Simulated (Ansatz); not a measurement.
**Bands of Os**

```
CELL_PARAMETERS angstrom
2.55741 0.00000 0.00000
0.00000 2.55741 0.00000
0.00000 0.00000 2.55741
ATOMIC_POSITIONS crystal
Os 0.00000 0.00000 0.00000
```

The structure comes from a relaxation in the same program, started in the sc type, and has space group Pm-3m. Whether it is a known phase or the ground state wasn't checked.

These are results of DFT, PBE, all-electron LAPW, Dirac equation with spin-orbit coupling (Ansatz 0.2.0), not measurements.

The runs use a Γ-centred 15×15×15 k mesh, Fermi–Dirac smearing of 0.05 eV, basis error target 0.25 meV/atom, no spin polarisation.

Points in fractions of the reciprocal vectors of this cell: Γ (0, 0, 0), X (0, 0.5, 0), M (0.5, 0.5, 0), R (0.5, 0.5, 0.5). The path joins them by straight lines in the order Γ–X–M–Γ–R–X–R–M; legs that retrace an earlier one aren't tabulated. Energies are in eV from the Fermi level.

(1) List the levels at M between -8 and 6 eV.

(2) List the levels at Γ between -8 and 6 eV.

(3) List the levels at X between -8 and 6 eV.

(4) What is the band gap?

Results:

(1) -6.70 (×2), -4.60 (×2), -0.56 (×2), -0.14 (×2), 3.41 (×2), 4.68 (×2), 5.18 (×2).

(2) -6.00 (×4), 2.00 (×4), 2.86 (×2).

(3) -6.28 (×2), -5.18 (×2), -1.28 (×2), -1.23 (×2), -0.77 (×2), 2.66 (×2).

(4) none: bands cross the Fermi level, a metal.
